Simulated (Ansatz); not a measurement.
## Sb: equation of state with PBEsol

Crystal: Sb.

```
CELL_PARAMETERS angstrom
3.12240 0.00000 0.00000
0.00000 4.34752 0.00000
-0.03891 0.00000 4.40585
ATOMIC_POSITIONS crystal
Sb 0.01139 0.25000 0.24117
Sb 0.98861 0.75000 0.75883
```

This isn't the form of Sb at room conditions, which is rhombohedral.

```
Program             : Ansatz 0.2.0
Task                : equation of state
Functional          : PBEsol
Potentials or basis : JTH PAW
Cutoff              : 1950 eV
Density cutoff      : 7800 eV
k mesh              : 9 × 6 × 6
Occupations         : fermi-dirac, width 0.05 eV
Spin                : no spin polarisation
```

```
Equilibrium volume                        : 28.74 Å³/atom
Bulk modulus at fixed shape and positions : 61 GPa
Pressure derivative of the bulk modulus   : 4.6
```

Energy against volume, from the lowest point:
| volume (Å³/atom) | energy (meV/atom) |
| --- | --- |
| 28.110 | 2.70 |
| 28.708 | 0.00 |
| 29.306 | 2.06 |
| 29.904 | 8.34 |
| 30.502 | 18.38 |
| 31.100 | 31.77 |
| 31.698 | 48.14 |

All runs of the series together: 4 min on 2 threads of AMD EPYC 7R43 64-Core Processor (Zen 3) (shared host).

Caveat: the cell was scaled at fixed shape and fractional positions, which overstates the stiffness of a crystal with free parameters, most of all of layers and chains. Spin-orbit coupling is left out, which matters for the levels of Sb.
